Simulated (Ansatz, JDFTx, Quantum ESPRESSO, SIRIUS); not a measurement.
## Equation of state of Ni under PBEsol

It takes space group Fm-3m (No. 225, cubic). Conventional cell: a = 3.475 Å, b = 3.475 Å, c = 3.475 Å, α = 90.00°, β = 90.00°, γ = 90.00°. Around Ni (site symmetry m-3m) lie 12 Ni at 2.46 Å.

The cell was scaled at fixed shape and fractions and run with SIRIUS, PseudoDojo 0.4.1 PBEsol standard (scalar relativistic), cutoff 1333 eV; PBEsol, k mesh 13 × 13 × 13 on the cell of 1 atom, fermi-dirac occupations of 0.05 eV, collinear spin, ferromagnetic start, no spin-orbit coupling. Energies are those that the program minimises, any entropy of the smearing included. For a metal such a mesh isn't converged to the digits shown. The magnetic state is the one that the start led to, which needn't be the lowest.

```csv
V (Å³/atom),energy over the lowest row (meV/atom)
9.8625,19.92
10.0723,?
10.2822,0.00
10.4920,0.15
10.7019,6.04
10.9117,17.04
11.1215,32.56
```

Fit the third-order Birch-Murnaghan form, give V0, B0 and B′, and predict the energy left open.

With y = (V0/V)^(2/3), E = E0 + (9 V0 B0/16) [(y - 1)³ B′ + (y - 1)² (6 - 4y)]. Least squares through the rows shown give V0 = 10.3810 Å³/atom, E0 = -0.69 meV, B0 = 230.7 GPa (1 eV/Å³ = 160.218 GPa) and B′ = 4.86, with a largest miss of 0.01 meV. At V = 10.0723 the form with these constants gives 6.32 meV; the run gave 6.32 meV an atom. Other set-ups at this level, from all their volumes (Å³/atom, GPa): JDFTx, PseudoDojo-SR-PBEsol-0.4.1-standard: V0 10.387, B0 230.2; JDFTx, PseudoDojo-SR-PBEsol-0.4.1-standard with smoothed tails: V0 10.380, B0 230.8; Ansatz, all-electron LAPW, scalar-relativistic: V0 10.381, B0 231.7; Quantum ESPRESSO, PseudoDojo 0.4.1 SR PBEsol standard: V0 10.388, B0 230.2.

The curve is smooth and anharmonic: compression costs more than an equal expansion, because the kinetic energy of the confined electrons and the overlap repulsion rise faster than the d-d and sp bonding gains. The omitted point is recovered at 6.32 meV, which supports the fit as an interpolation and gives no sign of an abrupt magnetic or electronic change near that volume.

Against the well-known behaviour of nickel, the equilibrium volume is too small and the bulk modulus too large. The all-electron result shares both deviations, so the pseudopotential is an unlikely cause. The likelier source is PBEsol itself, whose weaker gradient enhancement of exchange tends to overbind 3d metals. The two errors go together, since a shorter equilibrium spacing places the crystal where the repulsion is steeper. Close agreement between codes thus confirms the numerical solution rather than the functional's accuracy for nickel. Without a nonmagnetic curve, the contribution of exchange splitting to the volume and stiffness can't be separated from that of ordinary metallic bonding.
